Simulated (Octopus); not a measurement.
# KBr (Pm-3m) in Octopus: reference runs

How does KBr come out in PBE? The cell is run as given and disturbed.

All numbers are computed with Octopus 16.4; they aren't measurements. Logs are shortened: lines on timing, memory, paths and dates and some standing lists are left out, and cuts for length are marked.

## 1. The crystal as given

The structure is cubic, space group Pm-3m (No. 221). The conventional cell has a = 4.043 Å, b = 4.043 Å, c = 4.043 Å, α = 90.00°, β = 90.00°, γ = 90.00°. Br (site symmetry m-3m) is surrounded by 8 K at 3.50 Å. K (site symmetry m-3m) is surrounded by 8 Br at 3.50 Å.

Measurements of this composition are mostly on another form, of space group No. 225.

## 2. Single point, PBE

File inp:

```
CalculationMode = gs
UnitsOutput = eV_Angstrom
PeriodicDimensions = 3
ExperimentalFeatures = yes
PseudopotentialSet = pseudodojo_pbe
%LatticeParameters
 1*angstrom | 1*angstrom | 1*angstrom
%
%LatticeVectors
 4.043499 | 0 | 0
 0 | 4.043499 | 0
 0 | 0 | 4.043499
%
%ReducedCoordinates
 "Br" | 0.5 | 0.5 | 0.5
 "K" | 0 | 0 | 0
%
%Spacing
 0.12635934*angstrom | 0.12635934*angstrom | 0.12635934*angstrom
%
DerivativesOrder = 8
%KPointsGrid
 7 | 7 | 7
%
KPointsUseSymmetries = yes
XCFunctional = gga_x_pbe + gga_c_pbe
SmearingFunction = fermi_dirac
Smearing = 0.05*eV
ExtraStates = 6
Eigensolver = chebyshev_filter
ConvRelDens = 3e-7
MaximumIter = 120
%Output
 density | cube
 elf | cube
 potential | cube
%
```

Potentials or basis: pseudodojo_pbe (PseudoDojo 0.5, PBE).

On the command line:

```
$ OMP_NUM_THREADS=1 octopus > out.log
```

out.log:

```text
Running octopus

[... 17 lines left out ...]

****************************** Species *******************************
  Species 'Br'
    type             : pseudopotential
    file             : 'Br.upf'
    file format      : UPF2
    valence charge   : 7.0
    atomic number    :  35
    form on file     : kleinman-bylander
    lmax             : 2
    llocal           : -1
    projectors per l : 2
    total projectors : 6
    application form : kleinman-bylander
    orbitals         :  4
    bound orbitals   :  4

  Species 'K'
    type             : pseudopotential
    file             : 'K.upf'
    file format      : UPF2
    valence charge   : 9.0
    atomic number    :  19
    form on file     : kleinman-bylander
    lmax             : 2
    llocal           : -1
    projectors per l : 2
    total projectors : 6
    application form : kleinman-bylander
    orbitals         :  5
    bound orbitals   :  5

**********************************************************************

***************************** Symmetries *****************************
Space group No.  221
International: Pm-3m
Schoenflies: Oh^1
Info: The system has    48 symmorphic symmetries that can be used.
  Index                Rotation matrix                      Fractional translations
    1 :     1   0   0     0   1   0     0   0   1      0.000000    0.000000    0.000000
    2 :    -1   0   0     0  -1   0     0   0  -1      0.000000    0.000000    0.000000
    3 :     0   1   0    -1   0   0     0   0   1      0.000000    0.000000    0.000000
    4 :     0  -1   0     1   0   0     0   0  -1      0.000000    0.000000    0.000000
    5 :    -1   0   0     0  -1   0     0   0   1      0.000000    0.000000    0.000000
    6 :     1   0   0     0   1   0     0   0  -1      0.000000    0.000000    0.000000
[... 40 lines left out ...]
   47 :     1   0   0     0   0   1     0  -1   0      0.000000    0.000000    0.000000
   48 :    -1   0   0     0   0  -1     0   1   0      0.000000    0.000000    0.000000
Info: The system also has     0 nonsymmorphic symmetries (not used for electrons).
**********************************************************************

Input: [CurvMethod = curv_affine]
Input: [DerivativesStencil = stencil_star]

[... 228 lines left out ...]
     14      15       13.196683    0.000000   ( 2.6E-01)
     14      13       13.204148    0.000000   ( 2.4E-01)
     14      10       13.230102    0.000000   ( 2.5E-01)
     14       1       13.432135    0.000000   ( 1.9E-01)
     14       8       13.441675    0.000000   ( 2.6E-01)
     14      12       13.458639    0.000000   ( 2.8E-01)
     14       2       13.883599    0.000000   ( 2.2E-01)
     14      20       14.279618    0.000000   ( 2.4E-01)

Density of states:

--------------------------%-------------------------------------------
--------------------------%-------------------------------------------
--------------------------%-------------------------------------------
--------------------------%-------------------------------------------
--------------------------%-------------------------------------------
--------------------------%----------------%--------------------------
--------------------------%----------------%%-------------------------
%-----------------------%-%----------------%%-------------------------
%-----------------------%-%----------------%%-------------%%-%---%-%--
%-----------------------%-%---------------%%%----------%%%%%%%%%%%%%--
                                                ^

Fermi energy =     0.670031 eV

**********************************************************************

*********************** SCF CYCLE ITER #    2 ************************
 etot  = -1.26163093E+03 abs_ev   =  7.16E+00 rel_ev   =  4.21E-02
 ediff =        4.57E-01 abs_dens =  3.47E-01 rel_dens =  2.17E-02
Matrix vector products: 500
Converged eigenvectors: 0
[... 211 lines left out ...]
*********************** SCF CYCLE ITER #   20 ************************
 etot  = -1.24935335E+03 abs_ev   =  9.88E-05 rel_ev   =  6.12E-07
 ediff =        5.02E-06 abs_dens =  3.25E-06 rel_dens =  2.03E-07
Matrix vector products: 500
Converged eigenvectors: 0

#  State  KPoint  Eigenvalue [eV]  Occupation    Error
      1       1      -28.715466    2.000000   ( 8.5E-08)
      1       2      -28.713584    2.000000   ( 8.5E-08)
      1       3      -28.711724    2.000000   ( 8.4E-08)
      1       4      -28.709884    2.000000   ( 8.4E-08)
      1       5      -28.709350    2.000000   ( 6.9E-08)
      1       6      -28.707538    2.000000   ( 7.3E-08)
      1       9      -28.705948    2.000000   ( 7.1E-08)
      1       7      -28.705743    2.000000   ( 7.3E-08)
[... 23 lines left out ...]
     13      17        9.692208    0.000000   ( 6.0E-03)
     14       4        9.824601    0.000000   ( 1.9E-02)
     14       3        9.945243    0.000000   ( 1.4E-02)
     14       6        9.962997    0.000000   ( 1.3E-02)
     14      11        9.982918    0.000000   ( 2.1E-02)
     14       5       10.082436    0.000000   ( 1.6E-02)
     14      17       10.102717    0.000000   ( 2.4E-02)
     14       9       10.473793    0.000000   ( 2.1E-02)

Density of states:

-----------------------------%----------------------------------------
-----------------------------%----------------------------------------
-----------------------------%----------------------------------------
-----------------------------%----------------------------------------
-----------------------------%----------------------------------------
-----------------------------%----------------------------------------
-----------------------------%--------------------%----------------%--
%---------------------------%%------------------%-%------------%--%%--
%---------------------------%%------------------%%%-----------%%%%%%%-
%---------------------------%%-----------------%%%%---------%%%%%%%%%-
                                                      ^

Fermi energy =     2.048982 eV

**********************************************************************

Info: SCF converged in   20 iterations

** Warning:
**   Some of the states are not fully converged!

Info: Number of matrix-vector products:      10000
Info: Writing output to static/

Info: Finished writing information to 'restart/gs'.

Octopus emitted 25 warnings.
```

static/info:

```text
**

********************** Brillouin zone sampling ***********************
Dimensions of the k-point grid      =  7  7  7
Total number of k-points            = 343
[... 372 lines left out ...]
      rel_energy =  1.09381951E-07 ( 0.00000000E+00)
      abs_dens =  3.25354621E-06 ( 0.00000000E+00)
      rel_dens =  2.03346638E-07 ( 3.00000000E-07)
      abs_evsum =  9.88348201E-05 ( 0.00000000E+00) [eV]
      rel_evsum =  6.11798687E-07 ( 0.00000000E+00)

Forces on the ions [eV/A]
 Ion                        x              y              z
   1        Br   0.00000000E+00   0.00000000E+00   0.00000000E+00
   2         K   0.00000000E+00   0.00000000E+00   0.00000000E+00
 ----------------------------------------------------------
 Max abs force   0.00000000E+00   0.00000000E+00   0.00000000E+00
   Total force   0.00000000E+00   0.00000000E+00   0.00000000E+00
```

Run time: 2.5 min. Hardware: 1 thread of Arm Neoverse V2, shared host; peak memory 0.54 GiB.

What came out:

- Free energy: -1249.3535 eV
- Band gap on the k mesh: 3.89 eV, indirect (least direct gap 4.12 eV)

Levels at points of the mesh, in eV from the valence-band top:
| k point | band 4 | band 5 | band 6 | band 7 | band 8 | band 9 | band 10 | band 11 | band 12 | band 13 |
| --- | --- | --- | --- | --- | --- | --- | --- | --- | --- | --- |
| (0.00, 0.00, 0.00) | -12.07 | -12.07 | -0.24 | -0.24 | -0.24 | 3.89 | 5.88 | 5.88 | 9.63 | 9.64 |

Caveat: an odd mesh through Γ misses points on the zone boundary, where band edges often lie. A hybrid or GW would open this gap; PBE tends to underestimate it.

## 3. Single point, PBE (atoms moved at random, drawn with an rms of 0.05 Å)

Changes to inp since step 2:

```diff
@@ -14,4 +14,4 @@
 %ReducedCoordinates
- "Br" | 0.5 | 0.5 | 0.5
- "K" | 0 | 0 | 0
+ "Br" | 0.500382 | 0.494743 | 0.502282
+ "K" | -0.001162 | -0.000216 | -0.02349
 %
@@ -32,6 +32 @@
 MaximumIter = 120
-%Output
- density | cube
- elf | cube
- potential | cube
-%
```

Potentials or basis: pseudodojo_pbe (PseudoDojo 0.5, PBE).

On the command line:

```
$ OMP_NUM_THREADS=1 octopus > out.log
```

out.log:

```text
Running octopus

[... 17 lines left out ...]

****************************** Species *******************************
  Species 'Br'
    type             : pseudopotential
    file             : 'Br.upf'
    file format      : UPF2
    valence charge   : 7.0
    atomic number    :  35
    form on file     : kleinman-bylander
    lmax             : 2
    llocal           : -1
    projectors per l : 2
    total projectors : 6
    application form : kleinman-bylander
    orbitals         :  4
    bound orbitals   :  4

  Species 'K'
[... 685 lines left out ...]
     14      25       10.407616    0.000000   ( 1.7E-02)
     14      84       10.685712    0.000000   ( 2.2E-02)
     14     142       10.833860    0.000000   ( 2.2E-02)
     14     150       10.839464    0.000000   ( 1.8E-02)
     14     130       11.022648    0.000000   ( 1.7E-02)
     14      32       11.136939    0.000000   ( 3.5E-02)

Density of states:

-----------------------------%----------------------------------------
-----------------------------%----------------------------------------
-----------------------------%----------------------------------------
-----------------------------%----------------------------------------
-----------------------------%----------------------------------------
-----------------------------%----------------------------------------
-----------------------------%-----------------%-%----------------%---
%----------------------------%-----------------%%%------------%--%%---
%---------------------------%%-----------------%%%-----------%%%%%%---
%--------------------------%%%-----------------%%%---------%%%%%%%%%--
                                                    ^

Fermi energy =     1.306303 eV

**********************************************************************

Info: SCF converged in   20 iterations

** Warning:
**   Some of the states are not fully converged!

Info: Number of matrix-vector products:      86000
Info: Finished writing information to 'restart/gs'.

Octopus emitted 3 warnings.
```

static/info:

```text
**

********************** Brillouin zone sampling ***********************
Dimensions of the k-point grid      =  7  7  7
Total number of k-points            = 343
[... 2804 lines left out ...]
      rel_energy =  2.15116166E-08 ( 0.00000000E+00)
      abs_dens =  1.08621167E-06 ( 0.00000000E+00)
      rel_dens =  6.78882295E-08 ( 3.00000000E-07)
      abs_evsum =  1.99537142E-05 ( 0.00000000E+00) [eV]
      rel_evsum =  1.23528072E-07 ( 0.00000000E+00)

Forces on the ions [eV/A]
 Ion                        x              y              z
   1        Br  -3.54743355E-03   1.15086162E-02  -5.64511651E-02
   2         K   3.54743355E-03  -1.15086162E-02   5.64511651E-02
 ----------------------------------------------------------
 Max abs force   3.54743355E-03   1.15086162E-02   5.64511651E-02
   Total force   0.00000000E+00   0.00000000E+00   0.00000000E+00
```

It took 20 min on 1 thread of Arm Neoverse V2, shared host; peak memory 3.5 GiB.

Results:

| Quantity | Value |
| --- | --- |
| Free energy | -1249.3507 eV |
| Largest force | 0.058 eV/Å |
| Band gap on the k mesh | 3.89 eV, indirect (least direct gap 4.13 eV) |

Forces in eV/Å, atoms in the order of the input:
```
Br  -0.004  0.012 -0.056
K    0.004 -0.012  0.056
```

Caveat: an odd mesh through Γ misses points on the zone boundary, where band edges often lie.
